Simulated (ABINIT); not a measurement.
# WC (Qusongite) (P-6m2) in ABINIT: reference runs, part 2 of 2

ABINIT 10.8.3 (patched build).

## 3. Single point, PBE (atoms moved at random, drawn with an rms of 0.05 Å)

File run.abi:

```
pp_dirpath "./"
pseudos "W.GGA_PBE-JTH.xml, C.GGA_PBE-JTH.xml"

acell 3*1.0
rprim
     5.4924889812     0.0000000000     0.0000000000
    -2.7462444906     4.7566349877     0.0000000000
     0.0000000000     0.0000000000     5.3603971251
ntypat 2
znucl 74 6
natom 2
typat 1 2
xred
     0.0059450000     0.0066780000     0.0194740000
     0.6820890000     0.3248480000     0.5199400000
chkprim 0
chksymtnons 0
tolsym 1.0e-6

ecut 19.0
pawecutdg 38.0

kptopt 1
ngkpt 10 10 9
nshiftk 1
shiftk 0.0 0.0 0.0

ixc 11

nband 13
occopt 3
tsmear 0.05 eV

nstep 100
tolvrs 1.0e-9

iomode 3
prtwf 0
prteig 0
prtebands 0
prtden 1
prtvha 1
prtvclmb 1
prtpot 1
```

Potentials or basis: JTH PAW PBE v2.0.

Started as:

```bash
abinit run.abi > log 2>&1
```

run.abo:

```text
.Version 10.8.3 of ABINIT
 Symmetries : space group P1 (#  1); Bravais aP (primitive triclinic)
================================================================================
 Values of the parameters that define the memory need of the present run
     intxc =       0    ionmov =       0      iscf =      17    lmnmax =      18
     lnmax =       6     mgfft =      24  mpssoang =       3    mqgrid =    3001
     natom =       2  nloc_mem =       2    nspden =       1   nspinor =       1
    nsppol =       1      nsym =       1    n1xccc =       1    ntypat =       2
    occopt =       3   xclevel =       2
       mpw =         569          nfft =       13824          nkpt =         452
 PAW method is used; the additional fine FFT grid is defined by:
   mgfftf=        32    nfftf =     30720
================================================================================
================================================================================

--------------------------------------------------------------------------------
------------- Echo of variables that govern the present computation ------------
--------------------------------------------------------------------------------
 -outvars: echo values of preprocessed input variables --------
            acell      1.0000000000E+00  1.0000000000E+00  1.0000000000E+00 Bohr
              amu      1.83850000E+02  1.20110000E+01
          chkprim           0
      chksymtnons           0
             ecut      1.90000000E+01 Hartree
                       outvar_i_n : Printing only first  50 k-points.
              ixc          11
                       outvar_i_n : Printing only first  50 k-points.
         kptrlatt       10    0    0      0   10    0      0    0    9
          kptrlen      4.82435741E+01
            natom           2
            nband          13
            ngfft          24      24      24
          ngfftdg          32      32      30
             nkpt         452
            nstep         100
             nsym           1
           ntypat           2
                       prtocc : prtvol=0, do not print more k-points.
           occopt           3
        pawecutdg      3.80000000E+01 Hartree
         pawxcdev           0
        prtebands           0
           prteig           0
           prtpot           1
         prtvclmb           1
           prtvha           1
            prtwf           0
            rprim      5.4924889812E+00  0.0000000000E+00  0.0000000000E+00
                      -2.7462444906E+00  4.7566349877E+00  0.0000000000E+00
[... 171 lines left out ...]
 kpt#   1, nband= 13, wtk=  0.00111, kpt=  0.0000  0.0000  0.0000 (reduced coord)
  -2.35414   -1.03034   -1.02649   -1.02620   -0.16514    0.20672    0.24117    0.24812
   0.36861    0.48363    0.48777    0.55493    0.58487
      occupation numbers for kpt#   1
   2.00000    2.00000    2.00000    2.00000    2.00000    2.00000    2.00000    2.00000
   0.59751    0.00000    0.00000    0.00000    0.00000
 prteigrs : prtvol=0 or 1, do not print more k-points.

--- !EnergyTerms
iteration_state     : {dtset: 1, }
comment             : Components of total free energy in Hartree
kinetic             :  1.01160410270906E+01
hartree             :  1.07265946058340E+01
xc                  : -9.84257525758622E+00
Ewald energy        : -6.60021568465667E+01
psp_core            :  6.61248883072316E+00
local_psp           : -3.06776542043234E+01
PAW spherical_terms :  4.27863056167334E+00
internal            : -7.47886312831552E+01
'-kT*entropy'       : -6.88481851235678E-05
total_energy        : -7.47887001313403E+01
total_energy_eV     : -2.03510420610875E+03
...

--- !EnergyTermsDC
iteration_state     : {dtset: 1, }
comment             : '"Double-counting" decomposition of free energy'
band_energy         : -9.19106323643711E+00
Ewald energy        : -6.60021568465667E+01
psp_core            :  6.61248883072316E+00
xc_dc               : -1.40551909938991E+01
PAW spherical_terms :  7.84727911153950E+00
internal            : -7.47886431346402E+01
'-kT*entropy'       : -6.88481851235678E-05
total_energy_dc     : -7.47887119828254E+01
total_energy_dc_eV  : -2.03510452860409E+03
...

--- !EnergyTermsWithPAWCore
iteration_state     : {dtset: 1, }
comment             : 'Components of total free energy, including PAW core contributions'
Total energy        : -1.61810449386967E+04
Total energy DC     : -1.61810449505482E+04
Total energy (eV)   : -4.40308663690453E+05
Total energy DC (eV): -4.40308664012948E+05
...

 Cartesian components of stress tensor (hartree/bohr^3)
  sigma(1 1)= -2.89456664E-04  sigma(3 2)=  7.59094429E-07
  sigma(2 2)= -1.75392649E-04  sigma(3 1)= -9.88305413E-07
  sigma(3 3)= -2.41020600E-04  sigma(2 1)=  7.60569690E-05

-Cartesian components of stress tensor (GPa)         [Pressure=  6.9225E+00 GPa]
- sigma(1 1)= -8.51610906E+00  sigma(3 2)=  2.23333292E-02
- sigma(2 2)= -5.16022990E+00  sigma(3 1)= -2.90769491E-02
- sigma(3 3)= -7.09107086E+00  sigma(2 1)=  2.23767328E+00

== END DATASET(S) ==============================================================
================================================================================

 -outvars: echo values of variables after computation  --------
            acell      1.0000000000E+00  1.0000000000E+00  1.0000000000E+00 Bohr
           etotal     -7.4788711983E+01
            fcart      1.6273901605E-02 -1.2167841529E-02  2.3253318154E-04
                      -1.6273901605E-02  1.2167841529E-02 -2.3253318154E-04
            rprim      5.4924889812E+00  0.0000000000E+00  0.0000000000E+00
                      -2.7462444906E+00  4.7566349877E+00  0.0000000000E+00
                       0.0000000000E+00  0.0000000000E+00  5.3603971251E+00
           strten     -2.8945666354E-04 -1.7539264941E-04 -2.4102059979E-04
                       7.5909442914E-07 -9.8830541307E-07  7.6056969047E-05
           xangst      7.5743389948E-03  1.6809212728E-02  5.5239948362E-02
                       1.5104063215E+00  8.1767582154E-01  1.4748618030E+00
             xred      5.9450000000E-03  6.6780000000E-03  1.9474000000E-02
                       6.8208900000E-01  3.2484800000E-01  5.1994000000E-01
 Calculation completed.
```

It took 1.8 min on 1 thread of Arm Neoverse V1, shared host; peak memory 0.21 GiB.

Results:

- Free energy: -2035.1045 eV
- Pressure: 6.9 GPa
- Largest force: 1.045 eV/Å
- Band gap on the k mesh: none (metal or under the smearing width)
- Valence electrons inside the program's atomic spheres: W 11.88; C 2.47

Forces on the atoms (eV/Å):
```
W    0.837 -0.626  0.012
C   -0.837  0.626 -0.012
```

Spin-orbit coupling is left out, which matters for the levels of W.
